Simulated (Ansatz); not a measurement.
Crystal: PbSe (Clausthalite).

```
CELL_PARAMETERS angstrom
0.00000 3.06065 3.06065
3.06065 0.00000 3.06065
3.06065 3.06065 0.00000
ATOMIC_POSITIONS crystal
Pb 0.00000 0.00000 0.00000
Se 0.50000 0.50000 0.50000
```

Base run:

- Program: Ansatz 0.2.0
- Functional: exchange-only PBE
- Potentials or basis: Ansatz PAW
- Cutoff: 420 eV (not typed: the program's choice for these potentials)
- k mesh: 8 × 8 × 8
- Occupations: fermi-dirac, width 0.05 eV
- Spin: no spin polarisation

Its results: band gap on the k mesh 0.42 eV, direct; pressure 11.4 GPa.

The run is repeated on the same cell with these changes: functional from exchange-only PBE to LDA. What comes out?

Band gap on the k mesh 0.18 eV, direct; pressure -2.1 GPa.

Caveats: spin-orbit coupling is left out, which as a rule narrows the gap of such compounds by several tenths of an eV; the PAW data sets come from PBE, with cores solved anew for the run's functional, which leaves a small shift of forces and pressure.
